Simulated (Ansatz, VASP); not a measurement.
# PtS2 in VASP and in Ansatz

The input INCAR:

```
  PREC = Accurate
  ENCUT = 520
  EDIFF = 1E-6
  ISMEAR = 0
  SIGMA = 0.05
  LREAL = False
  LASPH = True
  NELM = 150
  ALGO = Normal
  ISIF = 2
  LWAVE = False
  LCHARG = False
  ISPIN = 2
  MAGMOM = 0 0 0 0 0 0
  LORBIT = 11
  LMAXMIX = 4
  LDAU = True
  LDAUTYPE = 1
  LDAUL = 2 -1
  LDAUU = 5 0
  LDAUJ = 0.9 0
  LDAUPRINT = 1
  NBANDS = 35
```

KPOINTS

```
regular mesh
0
Gamma
  6 6 2
```

Contents of POSCAR:

```
PtS2
1.0
    3.5431995400      0.0000000000      0.0000000000
   -1.7715997700      3.0685008100      0.0000000000
    0.0000000000      0.0000000000     10.0776001800
Pt S
2 4
Direct
    0.0000000000      0.0000000000      0.0000000000
    0.0000000000      0.0000000000      0.5000000000
    0.3333333333      0.6666666667      0.1250000000
    0.6666666667      0.3333333333      0.3750000000
    0.3333333333      0.6666666667      0.6250000000
    0.6666666667      0.3333333333      0.8750000000
```

Input for Ansatz:

```yaml
crystal:
  lattice:
    - [3.54319954, 0.0, 0.0]
    - [-1.77159977, 3.06850081, 0.0]
    - [0.0, 0.0, 10.07760018]
  atoms:
    - { symbol: Pt, position: [0.0, 0.0, 0.0], spin: 4.0 }
    - { symbol: S, position: [0.3333333333, 0.6666666667, 0.125] }
    - { symbol: S, position: [0.6666666667, 0.3333333333, 0.375] }
    - { symbol: Pt, position: [0.0, 0.0, 0.5], spin: -4.0 }
    - { symbol: S, position: [0.3333333333, 0.6666666667, 0.625] }
    - { symbol: S, position: [0.6666666667, 0.3333333333, 0.875] }
basis:
  ecutwfc: 420
  ecutrho_ratio: 4
kpoints:
  mp_grid: { grid: [6, 6, 2] }
hamiltonian:
  xc: lda
  hubbard:
    sites:
      - { site: 0, l: d, u: 5.0, j: 0.9, starting_ns: [{ spin: up, occupation_matrix: s0up }, { spin: down, occupation_matrix: s0down }] }
      - { site: 3, l: d, u: 5.0, j: 0.9, starting_ns: [{ spin: up, occupation_matrix: s3up }, { spin: down, occupation_matrix: s3down }] }
    occupation_matrices:
      s0up:
        matrix:
          - [0.97, 0.0, 0.0, 0.0, 0.0]
          - [0.0, 0.97, 0.0, 0.0, 0.0]
          - [0.0, 0.0, 0.97, 0.0, 0.0]
          - [0.0, 0.0, 0.0, 0.97, 0.0]
          - [0.0, 0.0, 0.0, 0.0, 0.97]
      s0down:
        matrix:
          - [0.02, 0.0, 0.0, 0.0, 0.0]
          - [0.0, 0.35618, 0.0, 0.0, -0.45426]
          - [0.0, 0.0, 0.02, 0.0, 0.0]
          - [0.0, 0.0, 0.0, 0.02, 0.0]
          - [0.0, -0.45426, 0.0, 0.0, 0.63382]
      s3up:
        matrix:
          - [0.02, 0.0, 0.0, 0.0, 0.0]
          - [0.0, 0.35618, 0.0, 0.0, -0.45426]
          - [0.0, 0.0, 0.02, 0.0, 0.0]
          - [0.0, 0.0, 0.0, 0.02, 0.0]
          - [0.0, -0.45426, 0.0, 0.0, 0.63382]
      s3down:
        matrix:
          - [0.97, 0.0, 0.0, 0.0, 0.0]
          - [0.0, 0.97, 0.0, 0.0, 0.0]
          - [0.0, 0.0, 0.97, 0.0, 0.0]
          - [0.0, 0.0, 0.0, 0.97, 0.0]
          - [0.0, 0.0, 0.0, 0.0, 0.97]
    ns_hold: { iters: 8 }
scf:
  occupations: { method: gaussian, width: 0.05 }
  lower_state_search: "off"
  max_iter: 150
output:
  forces: true
  stress: true
  eigenvalues: true
  populations: true
  hubbard: { sites: [{ site: 0, l: d }, { site: 3, l: d }] }
magnetization:
  spin_polarized: true
  spin_locking: { lock_spins: true, n_iters: 12 }
```

Alike in both runs: task single point; functional LDA; k mesh 6 × 6 × 2; occupations gaussian, width 0.05 eV; collinear spin; Hubbard terms Pt d U = 5.0 eV, J = 0.9 eV.

|  | VASP | Ansatz |
| --- | --- | --- |
| version | VASP 6.6.1 | Ansatz 0.2.0 |
| potentials or method | VASP PAW LDA potentials, release 64 (Pt, S) | scalar-relativistic, plane waves, PAW |
| plane-wave cutoff (eV) | 520 | 420 |
| valence electrons in the cell | 44 | 60 |

```tsv
	VASP	Ansatz	Ansatz less VASP
gap on the k mesh at the Fermi level (eV)	0.30	0.32	+0.024
least direct gap on the mesh (eV)	1.09	1.08	-0.008
pressure (GPa)	-8.2	-4.9	+3.26
largest component of the traceless stress (GPa)	0.11	1.28	+1.164
rms of the force components (eV/Å)	0.409	0.259	-0.1502
net moment per atom (μB)	0.00	0.00	0.000
```

The programs project onto different local orbitals, so the same U acts differently. The two sets of potentials don't hold the same shells in valence. Ansatz warned: «seeded_moment_not_kept».

Caveats: spin-orbit coupling is left out, which moves the levels of the heavy elements; the cell's inner coordinates are idealised or old, which leaves forces on the atoms. A k mesh can miss the band edges. The state reached can hang on the start; a lower one may exist.
